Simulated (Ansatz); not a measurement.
# WC (F-43m) in Ansatz: settings compared

One crystal, WC, is run at these levels: HSE03, HSEsol, r2SCAN0; tasks: relaxation of cell and atoms, single point.

Everything below comes from runs of Ansatz 0.2.0. Logs are shortened: lines on timing, memory, paths and dates and some standing lists are left out, and cuts for length are marked.

### Step 1. The crystal as given

It takes space group F-43m (No. 216, cubic). Conventional cell: a = 4.604 Å, b = 4.604 Å, c = 4.604 Å, α = 90.00°, β = 90.00°, γ = 90.00°. W (site symmetry -43m) is surrounded by 4 C at 1.99 Å. Around C (site symmetry -43m) lie 4 W at 1.99 Å.

The cell was built by a generator and needn't be a form met in nature.

### Step 2. Relaxation of cell and atoms, HSE03

Input file input:

```
crystal:
  lattice:
    - [0.0, 2.3021091, 2.3021091]
    - [2.3021091, 0.0, 2.3021091]
    - [2.3021091, 2.3021091, 0.0]
  atoms:
    - { symbol: W, position: [0.0, 0.0, 0.0] }
    - { symbol: C, position: [0.75, 0.75, 0.75] }
hamiltonian:
  xc: { exchange: pbe, correlation: pbe, exx: { coeff: 0.25, omega: 0.3 } }
  pseudopotentials: { kind: paw }
kpoints:
  mp_grid: { grid: [5, 5, 5] }
scf:
  occupations: { method: fermi_dirac, width: 0.05 }
output:
  forces: true
  stress: true
  eigenvalues: true
relax:
  f_tol: 0.01
  max_steps: 40
  cell: { stress_tol: 0.05 }
```

Potentials or basis: Ansatz PAW.

Output:

```text
GPUs: using 1 of 1 available (devices: 1).
Engine: ansatz 0.2.0, x86_64-unknown-linux-gnu
Pseudopotentials: kind: paw
Pseudopotential: W, paw, valence charge 14, recommended cutoff 420 eV (normal), W.paw.azcp
Pseudopotential: C, paw, valence charge 4, recommended cutoff 420 eV (normal), C.paw.azcp
Functional definition: unnamed
  parameter a_1 = 0.25
  parameter omega_1 = 0.3/angstrom
  exchange = pbe_x + (-a_1)*pbe_x_sr(omega_1) + a_1*exact_x_sr(omega_1)
  correlation = pbe_c
device memory: the entry about to start is reckoned to put 0.4 GiB on a device that reports 78.6 GiB free (of which the cap on the GPU budget leaves the run 18.0 GiB)
GPU FFT provider: cuFFT
GPU libraries: cuBLAS 13.8.2, cuFFT 12.4.0, cuSOLVER 12.3.4
Crystal: 2 atoms, lattice volume = 24.401 Å³
Basis set: ecut = 420 eV, 531 PW (Γ), exchange–correlation on 48×48×48 points (8 copies of the dense FFT grid, shifted against one another)
Bands: 13, of which v1, the nominal top of the filled ones, is band 9 counted from 1 (8 counted from 0)
Symmetry: 24 space group operations
Space group: F-43m (ITA 216), of the structure as read, at distance tolerance 2.9e-5 Å
k-points: 10 of 125 (time reversal used)
Non-local potential: W, projectors of the file, l = 0: 3, l = 1: 2, l = 2: 2, l = 3: 1
Non-local potential: C, projectors of the file, l = 0: 2, l = 1: 2, l = 2: 1
PAW form: soft (Blöchl's): semilocal exchange-correlation on the pseudo side does not see the compensation charge
PAW frozen core: W, regenerated for the run's functional, and the local potential with it (the file was generated under x = pbe(κ = 0.804, μ = 0.2195149727645171), c = pbe(β = 0.06672455060314922))
PAW frozen core: C, regenerated for the run's functional, and the local potential with it (the file was generated under x = pbe(κ = 0.804, μ = 0.2195149727645171), c = pbe(β = 0.06672455060314922))
PAW one-centre angular grid: W, 590 points (default); XC on 64 Gauss nodes
PAW one-centre angular grid: C, 110 points (default); XC on 64 Gauss nodes
Initial density: superposition of atomic densities (neutral atoms: chi_scale 0, normalization atom), corrected by the library's trained network
Initial wavefunctions: pseudopotential atomic-orbital guess
GPU buffer pool allocated for 13824 grid points (all kernels)
GPU transforms: local potential and band sums: pruned to the plane-wave sphere, on 24×24×24
Functional: x = pbe(κ = 0.804, μ = 0.2195149727645171), c = pbe(β = 0.06672455060314922), warm-up for x = pbe(κ = 0.804, μ = 0.2195149727645171) + 0.25 (exact − pbe) at short range (hse, ω = 0.3 Å⁻¹), c = pbe(β = 0.06672455060314922)
SCF iter   1: F=—  HF=-10634.623289 eV  |F-HF|=—  |Δ(HF+E_count)|=         —  Δρ=8.47e-3  dr2=1.95e-2  ethr=1.77e-3  ⟨swp⟩=5.5  Hψ=521  notcnv=0
preconditioner: auto → none  [insulator: Δε(μ)=0.261 eV  Ē_g=9.609 eV  σ=0.050 eV  W_gap=0.57  n_scr=8 (ndim 8)  ℏωp=23.8 eV  f_vac=0.000  D(μ)=0.28/eV (n_scr^D=0)]
SCF iter   2: F=—  HF=-10634.618481 eV  |F-HF|=—  |Δ(HF+E_count)|=   4.81e-3  Δρ=2.87e-3  dr2=2.00e-3  ethr=1.08e-4  ⟨swp⟩=3.0  Hψ=293  notcnv=0
iter 3 solved again at ethr=8.28e-8 eV; its pass at ethr=1.11e-5 eV (dr2=1.49e-5 eV) is discarded
SCF iter   3: F=—  HF=-10634.618205 eV  |F-HF|=—  |Δ(HF+E_count)|=   2.75e-4  Δρ=4.15e-4  dr2=1.51e-5  ethr=8.28e-8  ⟨swp⟩=3.0  Hψ=539  notcnv=0
SCF iter   4: F=—  HF=-10634.618216 eV  |F-HF|=—  |Δ(HF+E_count)|=   1.06e-5  Δρ=7.91e-5  dr2=1.32e-6  ethr=8.28e-8  ⟨swp⟩=2.9  Hψ=236  notcnv=0
SCF iter   5: F=—  HF=-10634.618216 eV  |F-HF|=—  |Δ(HF+E_count)|=   3.76e-8  Δρ=2.08e-5  dr2=7.87e-8  ethr=7.35e-9  ⟨swp⟩=2.8  Hψ=235  notcnv=0
SCF iter   6: F=—  HF=-10634.618216 eV  |F-HF|=—  |Δ(HF+E_count)|=   1.74e-8  Δρ=2.72e-6  dr2=1.82e-9  ethr=4.37e-10  ⟨swp⟩=3.1  Hψ=274  notcnv=0
SCF iter   7: F=-10634.618216 eV  HF=-10634.618216 eV  |F-HF|=1.46e-11  |Δ(HF+E_count)|=  3.44e-10  Δρ=3.44e-7  dr2=1.61e-11  ethr=1.01e-11  ⟨swp⟩=3.0  Hψ=265  notcnv=0
SCF 1 converged in 7 iterations: F = -10634.618216 eV  dr2 = 1.61e-11
device memory: the entry about to start is reckoned to put 1.0 GiB on a device that reports 78.5 GiB free (of which the cap on the GPU budget leaves the run 18.0 GiB)
GPU FFT provider: cuFFT
[... 224 lines left out ...]
Frozen-core exchange: fock
iter 1 solved again at ethr=3.90e-8 eV; its pass at ethr=1.00e-1 eV (dr2=7.02e-6 eV) is discarded
SCF iter   1: F=—  HF=-10635.461020 eV  |F-HF|=—  |Δ(HF+E_count)|=         —  Δρ=6.97e-5  dr2=1.59e-6  ethr=3.90e-8  ⟨swp⟩=5.5  Hψ=577  notcnv=0
preconditioner: auto → none  [metal: Δε(μ)=0.287 eV  Ē_g=10.386 eV  σ=0.050 eV  W_gap=0.50  n_scr=8 (ndim 8)  ℏωp=23.3 eV  f_vac=0.000  D(μ)=0.23/eV (n_scr^D=0)]
SCF iter   2: F=—  HF=-10635.461019 eV  |F-HF|=—  |Δ(HF+E_count)|=   4.21e-7  Δρ=2.61e-5  dr2=2.71e-7  ethr=8.05e-9  ⟨swp⟩=3.0  Hψ=265  notcnv=0
SCF iter   3: F=—  HF=-10635.461020 eV  |F-HF|=—  |Δ(HF+E_count)|=   8.97e-7  Δρ=1.31e-5  dr2=3.72e-8  ethr=1.19e-9  ⟨swp⟩=3.7  Hψ=332  notcnv=0
iter 4 solved again at ethr=1.65e-11 eV; its pass at ethr=2.00e-10 eV (dr2=2.97e-9 eV) is discarded
SCF iter   4: F=—  HF=-10635.461020 eV  |F-HF|=—  |Δ(HF+E_count)|=   1.63e-8  Δρ=4.40e-6  dr2=4.12e-9  ethr=1.65e-11  ⟨swp⟩=2.0  Hψ=494  notcnv=0
SCF iter   5: F=—  HF=-10635.461020 eV  |F-HF|=—  |Δ(HF+E_count)|=  8.19e-10  Δρ=1.24e-6  dr2=1.67e-9  ethr=1.62e-11  ⟨swp⟩=3.0  Hψ=262  notcnv=0
SCF iter   6: F=—  HF=-10635.461020 eV  |F-HF|=—  |Δ(HF+E_count)|=   1.40e-8  Δρ=3.27e-6  dr2=3.71e-9  ethr=1.05e-12  ⟨swp⟩=4.3  Hψ=386  notcnv=0
[... 27 lines left out ...]
SCF iter   2: F=-10635.461020 eV  HF=-10635.461020 eV  |F-HF|=0.00e0  |Δ(HF+E_count)|=  1.82e-12  Δρ=2.87e-8  dr2=7.69e-14  ethr=1.00e-12  ⟨swp⟩=2.0  Hψ=223  notcnv=0
SCF 18 converged in 2 iterations: F = -10635.461020 eV  dr2 = 7.69e-14
hybrid outer 1: dexx = +1.847e-13 eV, tail = 1.59e-13 eV
GPU FFT provider: cuFFT
GPU libraries: cuBLAS 13.8.2, cuFFT 12.4.0, cuSOLVER 12.3.4
GPU buffer pool allocated for 13824 grid points (all kernels)
GPU transforms: local potential and band sums: pruned to the plane-wave sphere, on 24×24×24
Exchange kernel: α = 0.2500, screened, ω = 0.3000 Å⁻¹, Wigner–Seitz truncation, v(0) = 502.4804 eV·Å³, q-mesh 5×5×5, nearest image of the exchange supercell L = 16.49 Å, pair-density grid 15×15×15, without the augmentation charges, whose exchange is taken in its separable form by FFT convolution over the k-point mesh (sized by the pseudopotential files, 18×18×18 at the most), smooth part of the exact exchange by density-matrix convolution in up to 960.4 MiB of GPU memory as planned if the GPU has room (build and FFT work areas not counted)
Frozen-core exchange: fock
SCF iter   1: F=—  HF=-10635.461020 eV  |F-HF|=—  |Δ(HF+E_count)|=         —  Δρ=3.15e-8  dr2=8.21e-14  ethr=1.11e-12  ⟨swp⟩=10.3  Hψ=467  notcnv=0
preconditioner: auto → none  [metal: Δε(μ)=0.287 eV  Ē_g=10.398 eV  σ=0.050 eV  W_gap=0.50  n_scr=8 (ndim 8)  ℏωp=23.3 eV  f_vac=0.000  D(μ)=0.23/eV (n_scr^D=0)]
SCF iter   2: F=-10635.461020 eV  HF=-10635.461020 eV  |F-HF|=0.00e0  |Δ(HF+E_count)|=  1.82e-12  Δρ=1.54e-8  dr2=1.55e-14  ethr=1.00e-12  ⟨swp⟩=2.0  Hψ=223  notcnv=0
SCF 19 converged in 2 iterations: F = -10635.461020 eV  dr2 = 1.55e-14
  Residual-converged pass: ⟨swp⟩=3.0  Hψ=249  notcnv=0  max |occ|·‖R‖ = 8.8e-9 eV (tolerance 1.0e-8 eV)  dr2=1.61e-14  dr2_onsite=4.39e-15  max |Δocc| = 7.1e-14
hybrid outer 2: dexx = +0.000e0 eV, tail = 3.98e-14 eV, Δε = 2.00e-7 eV (about 2.00e-7 eV left of the loop's levels)
relax step   7: F+E_penalty+E_count = -10635.46102026 eV  Δ(F+E_penalty+E_count) = -3.638e-12 eV  max|allowed force component| = 3.053e-16 eV/Å  Δτ_max = 0.0000 Å  P = +0.000 GPa  Ω = 25.361 Å³  stress off target by 4.05e-4 GPa  SCF on the basis re-selected at this cell (its energy is not comparable with the rows above)  (4 SCF iters)
basis re-selected at this cell: Δ(F+E_penalty+E_count) = -3.638e-12 eV, ΔP = +0.000 GPa vs the last step (what re-selecting the basis moved, of the pressure what is left beyond the Pulay correction that the steps carried, after the strain that the cell walked since its last selection, with what the two solves' SCF thresholds leave and, on support functions, any second-order correction that the steps lacked; it is no measure of the basis error at this ecutwfc). This SCF's stress stands 4.05e-4 GPa from its target on what of the cell is left free (relax.cell.stress_tol is 5.00e-2 GPa) and its largest allowed force component is 3.05e-16 eV/Å (relax.f_tol is 1.00e-2 eV/Å): within both
hybrid SCF converged: 2 outer / 4 inner (+0 warm-up), last move |dexx| = 0.00e0 eV, tail = 3.98e-14 eV
Stability not checked: this state was not tested for a lower state beside it, because the functional holds exact exchange (a hybrid, or Hartree-Fock), whose exchange loop this test does not read (fock_operator; see scf.lower_state_search)
Free energy (F): -10635.461020 eV
Frozen-core exchange: fock
Harris-Foulkes:  -10635.461020 eV  (|F-HF|=0.00e0)
Internal energy: -10635.458729 eV  (E = F + TS)
E sigma→0 (E₀):  -10635.459875 eV
Entropy (-TS):   -0.002291 eV (-1.146 meV/atom)
Fermi energy:    16.937806 eV
--- Per-component energies (eV) ---
  E_band       = -166.316951
  E_kinetic    = 537.606272
  E_local      = -893.609898  (includes V_loc(G=0)·N_el)
  E_nonlocal   = 28.600690
  E_hartree    = 309.827312
  E_xc         = -254.142811
  E_vxc        = -239.277112  (∫ρ·V_xc dr)
  E_exx        = -46.124191  (= α·E_x^exact, valence–valence)
  E_paw        = -8675.499963  (= ΣΔE_a)
  E_vpaw       = -127.043092  (= ΣTr[D̂ρ^β])
  E_aug_tail   = -0.000051  (compensation charges beyond the density's cutoff)
  E_ewald      = -1639.173139
  E_core_change = -2.942949  (= ΣΔE_core)
  E_smearing   = -0.002291  (= −TS)
  E_closure    = -0.000000  (closes the sum)
  Σ components = -10635.461020   (vs F -10635.461020, Δ=0.00e0)
--- Forces (eV/Å), atoms counted from 1 ---
  atom   1  W     -0.00000000     0.00000000     0.00000000
  atom   2  C     -0.00000000    -0.00000000    -0.00000000
  max |Σ_I F_I| component: 1.76e-16 eV/Å
--- Stress (GPa, compression-positive) ---
        0.000405      -0.000000      -0.000000
       -0.000000       0.000405       0.000000
       -0.000000       0.000000       0.000405
  P = ⅓ Tr σ = 0.0004 GPa (0.004 kbar)
--- Band table (eV; the first three rows and the last of 10) ---
  k-point 0: bands = ["-61.7093", "-24.4538", "-24.4538", "-24.4538", "1.3576", "10.3514", "10.3514", "10.3514", "16.9376", "16.9376", "19.9776", "25.2833", "25.2833"]
  k-point 1: bands = ["-61.7021", "-24.6025", "-24.4753", "-24.4753", "2.1243", "9.8893", "10.7420", "10.7420", "16.6915", "16.6915", "21.3365", "24.3959", "25.5143"]
  k-point 2: bands = ["-61.6903", "-24.8364", "-24.5102", "-24.5102", "3.2937", "10.2076", "11.1429", "11.1429", "17.5482", "17.5482", "19.1446", "23.2709", "23.2709"]
  k-point 9: bands = ["-61.6830", "-24.7831", "-24.6778", "-24.5870", "4.1272", "9.8777", "11.2982", "13.2272", "14.8534", "17.2616", "19.2164", "21.4484", "23.4176"]
--- Relaxed structure (5 steps of the walk, 5 accepted, 2 SCFs on fresh bases) ---
  F+E_penalty+E_count = -10635.46102026 eV   max|allowed force component| = 3.053e-16 eV/Å   (the final SCF, on the basis selected at the relaxed cell)
  cell:  # Å, volume = 25.3611 Å³
    - [2.597113318270441e-33, 2.3319154758191654, 2.3319154758191654]
    - [2.3319154758191654, 2.556481467484757e-33, 2.3319154758191654]
    - [2.3319154758191654, 2.3319154758191654, 8.314248639504482e-33]
  atoms:
    - { symbol: W, position: [-8.30302896585181e-34, -1.0450612895292184e-33, -1.8058114425715328e-34] }
    - { symbol: C, position: [0.75, 0.75, 0.75] }
```

Run time: 50 s. Hardware: 1 × NVIDIA H100 80GB HBM3 with 2 threads of AMD EPYC 7R13 (Zen 3), shared host; peak memory 1.4 GiB.

Results:

| Item | Value |
| --- | --- |
| Free energy | -10635.4610 eV |
| Relaxed volume | 12.68 Å³/atom |
| Relaxed cell | a = 3.298 Å, b = 3.298 Å, c = 3.298 Å, α = 60.00°, β = 60.00°, γ = 60.00° |
| Space group after relaxing (to 0.05 Å) | F-43m (No. 216) |
| Energy gained by relaxing | 17.4 meV/atom |
| Ionic steps | 7 |
| Pressure after relaxing | 0.0 GPa |
| Band gap on the k mesh | none (metal or under the smearing width) |

The path:
```
step  energy change (eV)  largest force (eV/Å)  volume (Å³)
   1              0.0000                0.0000        24.40
   2             -0.0319                0.0000        25.52
   3             -0.0331                0.0000        25.36
   4             -0.0331                0.0000        25.35
   5             -0.0348                0.0000        25.35
   6             -0.0348                0.0000        25.36
   7             -0.0348                0.0000        25.36
```

Final structure:
```
W C
1.0
     0.00000    2.33192    2.33192
     2.33192    0.00000    2.33192
     2.33192    2.33192    0.00000
W C
1 1
Direct
  0.00000 0.00000 0.00000
  0.75000 0.75000 0.75000
```

Caveat: the k mesh is coarse (spacing up to 0.47 Å⁻¹), so the values aren't converged, least of all with exact exchange; the plane-wave basis is chosen anew once the cell has moved, so the energies of steps on either side of that aren't comparable; the PAW data sets come from PBE, with cores solved anew for the run's functional, which leaves a small shift of forces and pressure. Spin-orbit coupling is left out, which matters for the levels of W.

(Part 1 of 2 ends here.)
